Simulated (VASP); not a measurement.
CdSe (CsCl), PBE single-point calculation: VASP's output and Ansatz's

POSCAR

```
Cd Se
 1.0000000000000000
     3.5331017259661111   -0.0000000000000000    0.0000000000000000
    -0.0000000000000000    3.5331017259661111    0.0000000000000000
     0.0000000000000000    0.0000000000000000    3.5331017259661111
 Cd  Se
   1   1
Cartesian
 -0.0000000000000000  0.0000000000000000 -0.0000000000000000
  1.7665508629830555  1.7665508629830555  1.7665508629830555
```

VASP ran with the recommended PBE PAW datasets (18 valence electrons in the cell).

From OUTCAR

```
k-points           NKPTS =     35   k-points in BZ     NKDIM =     35   number of bands    NBANDS=     16

   NELECT =      18.0000    total number of electrons

   dimension x,y,z NGX =    28 NGY =   28 NGZ =   28
   dimension x,y,z NGXF=    56 NGYF=   56 NGZF=   56

  energy-cutoff  :      520.00
  volume of cell :       44.10
      direct lattice vectors                 reciprocal lattice vectors
     3.533101726  0.000000000  0.000000000     0.283037421  0.000000000  0.000000000
     0.000000000  3.533101726  0.000000000     0.000000000  0.283037421  0.000000000
     0.000000000  0.000000000  3.533101726     0.000000000  0.000000000  0.283037421

 k-points in reciprocal lattice and weights: KPOINTS created by Atomic Simulation Env
   0.00000000  0.00000000  0.00000000       0.002
   0.12500000  0.00000000  0.00000000       0.012
   0.25000000  0.00000000  0.00000000       0.012
   0.37500000  0.00000000  0.00000000       0.012
   0.50000000  0.00000000  0.00000000       0.006
   0.12500000  0.12500000  0.00000000       0.023
   0.25000000  0.12500000  0.00000000       0.047
   0.37500000  0.12500000  0.00000000       0.047
   ...

 E-fermi :   3.4498

 k-point     1 :       0.0000    0.0000    0.0000
  band No.  band energies     occupation
      1     -10.2642      2.00000
      2      -5.3257      2.00000
      3      -5.3257      2.00000
      4      -4.8872      2.00000
      5      -4.8872      2.00000
      6      -4.8872      2.00000
      7       1.9090      2.00000
      8       2.2559      2.00000
      9       2.2559      2.00000
     10       2.2559      2.00000
     11       9.5655      0.00000
     12       9.5655      0.00000
     13      14.1927      0.00000
     14      14.1927      0.00000
     15      14.1927      0.00000
     16      18.1576      0.00000

 k-point     2 :       0.1250    0.0000    0.0000
  band No.  band energies     occupation
      1     -10.1553      2.00000
      2      -5.3186      2.00000
      3      -5.2879      2.00000
      4      -4.9203      2.00000
      5      -4.9203      2.00000
      6      -4.8846      2.00000
      7       0.4465      2.00000
      8       2.4111      2.00000
      9       2.4111      2.00000
     10       3.4281      1.49471
     11       9.6597      0.00000
     12      10.0994      0.00000
     13      13.3799      0.00000
     14      13.3799      0.00000
     15      13.5386      0.00000
     16      18.1038      0.00000

 k-point     3 :       0.2500    0.0000    0.0000
  band No.  band energies     occupation
      1      -9.8649      2.00000
      2      -5.3014      2.00000
      3      -5.2119      2.00000
      4      -4.9978      2.00000
      5      -4.9978      2.00000
      6      -4.8783      2.00000
      7      -1.0992      2.00000
      8       2.8182      2.00000
      9       2.8182      2.00000
     10       4.4498      0.00000
     11       9.9250      0.00000
     12      10.0136      0.00000
     13      11.8525      0.00000
     14      11.8525      0.00000
     15      13.9865      0.00000
     16      16.1506      0.00000

 k-point     4 :       0.3750    0.0000    0.0000
  band No.  band energies     occupation
      1      -9.5209      2.00000
      2      -5.2840      2.00000
      3      -5.1809      2.00000
      4      -5.0722      2.00000
      5      -5.0722      2.00000
      6      -4.8719      2.00000
      7      -2.1954      2.00000
      8       3.2918      1.99926
      9       3.2918      1.99926
     10       5.4322      0.00000
     11       8.5315      0.00000
     12      10.2751      0.00000
     13      10.5791      0.00000
     14      10.5791      0.00000
     15      14.7846      0.00000
     16      16.7573      0.00000

 k-point     5 :       0.5000    0.0000    0.0000
  band No.  band energies     occupation
      1      -9.3559      2.00000
      2      -5.2769      2.00000
      3      -5.1959      2.00000
      4      -5.1021      2.00000
      5      -5.1021      2.00000
      6      -4.8693      2.00000
      7      -2.5830      2.00000
      8       3.5176      0.06526
      9       3.5176      0.06526
     10       6.2059      0.00000
     11       7.4805      0.00000
     12      10.0754      0.00000
     13      10.0754      0.00000
     14      10.4645      0.00000
     15      14.2536      0.00000
     16      18.3183      0.00000

 k-point     6 :       0.1250    0.1250    0.0000
  band No.  band energies     occupation
      1     -10.0511      2.00000
      2      -5.2976      2.00000
      3      -5.2611      2.00000
      4      -4.9488      2.00000
      5      -4.9259      2.00000
      6      -4.9062      2.00000
      7       0.1679      2.00000
      8       1.6108      2.00000
      9       2.5518      2.00000
     10       4.3821      0.00000
     11       9.9177      0.00000
     12      10.4154      0.00000
     13      11.8412      0.00000
     14      12.9721      0.00000
     15      14.1291      0.00000
     16      16.7418      0.00000

 ...

  Total        0.4199099      0.4199099      0.4199099     -0.0000000      0.0000000      0.0000000
  in kB       15.2545101     15.2545101     15.2545101     -0.0000000      0.0000000      0.0000000
  external PRESSURE =      15.2545101 kB  Pullay stress =       0.0000000 kB

 POSITION                                       TOTAL-FORCE (eV/Angst)
 -----------------------------------------------------------------------------------
      0.00000      0.00000      0.00000         0.000000      0.000000      0.000000
      1.76655      1.76655      1.76655         0.000000      0.000000      0.000000
 -----------------------------------------------------------------------------------
    total drift:                               -0.000000      0.000000     -0.000000

  FREE ENERGIE OF THE ION-ELECTRON SYSTEM (eV)
  ---------------------------------------------------
  free  energy   TOTEN  =        -4.2967433377 eV

  energy  without entropy=       -4.2935836676  energy(sigma->0) =       -4.29516350
```

Datasets and cutoffs are each program's own. VASP's cell holds 18 valence electrons and Ansatz's 36. Ansatz's stress includes a Pulay correction; VASP's doesn't. Ansatz solved a whole band path, VASP its corner points and band edges.

Question: What does Ansatz give for the same cell and level of theory?

Answer: gap between bands v and c -1.34 eV (bands overlap: a metal); least direct gap 0.00 eV; pressure 1.2 GPa.

Ansatz printed

```
SCF 1 converged in 6 iterations: F = -13723.589230 eV  dr2 = 4.39e-8
  greatest PAW one-centre occupation: 1.000 electrons in one spin orbital (limit 2), on the Cd atom at site 0 (counted from 0), in its partial waves of l = 0
NSCF: frozen V_eff on 62 k-points
SCF converged after 6 iterations
Free energy (F): -13723.589230 eV
Harris-Foulkes:  -13723.589230 eV  (|F-HF|=1.61e-8)
Internal energy: -13723.586049 eV  (E = F + TS)
E sigma→0 (E₀):  -13723.587639 eV
Entropy (-TS):   -0.003181 eV (-1.591 meV/atom)
Fermi energy:    11.797310 eV
--- Per-component energies (eV) ---
  E_band       = -762.452589
  E_kinetic    = 623.010065
  E_local      = -5158.914504  (includes V_loc(G=0)·N_el)
  E_nonlocal   = -561.363214
  E_hartree    = 2488.488794
  E_xc         = -280.448181
  E_vxc        = -319.144152  (∫ρ·V_xc dr)
  E_paw        = -5995.544015  (= ΣΔE_a)
  E_vpaw       = -323.034371  (= ΣTr[D̂ρ^β])
  E_aug_tail   = -0.000597  (compensation charges beyond the density's cutoff)
  E_ewald      = -4838.814397
  E_smearing   = -0.003181  (= −TS)
  E_closure    = 0.000000  (closes the sum)
  Σ components = -13723.589230   (vs F -13723.589230, Δ=0.00e0)
--- Forces (eV/Å), atoms counted from 1 ---
  atom   1  Cd    -0.00000000     0.00000000     0.00000000
  atom   2  Se     0.00000000    -0.00000000     0.00000000
  max |Σ_I F_I| component: 1.04e-29 eV/Å
--- Stress (GPa, compression-positive) ---
        1.243104      -0.000000       0.000000
       -0.000000       1.243104       0.000000
        0.000000       0.000000       1.243104
  P = ⅓ Tr σ = 1.2431 GPa (12.431 kbar)
--- Band table (eV; the first three rows and the last of 35) ---
  k-point 0: bands = ["-90.7635", "-51.8311", "-51.8311", "-51.8311", "-35.5836", "-35.5836", "-35.5829", "-35.5829", "-35.5829", "-1.9133", "3.0199", "3.0199", "3.4577", "3.4577", "3.4577", "10.2603", "10.5982", "10.5982", "10.5982", "17.9258", "17.9258", "22.5307"]
  k-point 1: bands = ["-90.7635", "-51.8315", "-51.8310", "-51.8310", "-35.5836", "-35.5833", "-35.5830", "-35.5830", "-35.5829", "-1.8045", "3.0270", "3.0576", "3.4246", "3.4246", "3.4603", "8.7945", "10.7541", "10.7541", "11.7769", "18.0137", "18.4538", "21.7216"]
  k-point 2: bands = ["-90.7635", "-51.8327", "-51.8310", "-51.8310", "-35.5835", "-35.5831", "-35.5831", "-35.5829", "-35.5828", "-1.5142", "3.0441", "3.1337", "3.3472", "3.3472", "3.4666", "7.2509", "11.1636", "11.1636", "12.8009", "18.2600", "18.3598", "20.1881"]
  k-point 34: bands = ["-90.7632", "-51.8339", "-51.8339", "-51.8339", "-35.5836", "-35.5836", "-35.5836", "-35.5811", "-35.5811", "0.2473", "2.8949", "2.8949", "2.8949", "3.6304", "3.6304", "9.5873", "9.5873", "9.5873", "13.2205", "13.2205", "13.2205", "13.5085"]
```
